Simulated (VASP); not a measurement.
The system is CoO.

```
Co O
1.0
     2.82845    0.00000    0.00000
    -1.41423    2.44951    0.00000
     0.00000    0.00000    2.72172
Co O
1 1
Direct
  0.00000 0.00000 0.50000
  0.66667 0.33333 0.00000
```

The cell was built by a generator and needn't be a form met in nature.

| Quantity | Value |
| --- | --- |
| Program | VASP 6.6.1 |
| Task | relaxation of cell and atoms |
| Functional | PBE |
| Dispersion | MBD-FI |
| Potentials or basis | VASP PAW PBE potentials, release 64 (Co, O) |
| Cutoff | 600 eV |
| k mesh | 8 × 8 × 7 |
| Occupations | fermi-dirac, width 0.05 eV |
| Spin | collinear spin, ferromagnetic start |
| Starting moments | [2.0, 0.0] μB |

At the start: pressure -7.2 GPa; volume 9.43 Å³/atom.

How do energy, volume and symmetry change on relaxing?

Over 9 steps the energy falls by 7.9 meV/atom and the volume is 9.06 Å³/atom (-4.0 %); space group P-6m2 (No. 187, to 0.05 Å); moment 3.00 μB per cell.

The path:
| step | energy change (eV) | largest force (eV/Å) | pressure (GPa) | volume (Å³) |
| --- | --- | --- | --- | --- |
| 1 | 0.0000 | 0.0000 | -7.16 | 18.86 |
| 2 | -0.0053 | 0.0000 | 5.35 | 17.73 |
| 3 | -0.0139 | 0.0001 | -0.84 | 18.23 |
| 4 | -0.0138 | 0.0001 | 0.02 | 18.16 |
| 5 | -0.0149 | 0.0000 | -0.03 | 18.14 |
| 6 | -0.0151 | 0.0000 | 0.00 | 18.14 |
| 7 | -0.0155 | 0.0000 | -0.01 | 18.12 |
| 8 | -0.0158 | 0.0000 | -0.01 | 18.10 |
| 9 | -0.0158 | 0.0000 | -0.02 | 18.11 |

Final structure:
```
CELL_PARAMETERS angstrom
2.77747 0.00000 0.00000
-1.38874 2.40536 0.00000
0.00000 0.00000 2.71078
ATOMIC_POSITIONS crystal
Co 0.00000 0.00000 0.50000
O 0.66667 0.33333 0.00000
```

Caveat: a cell with one magnetic atom can't hold antiferromagnetic order, which such compounds often take.
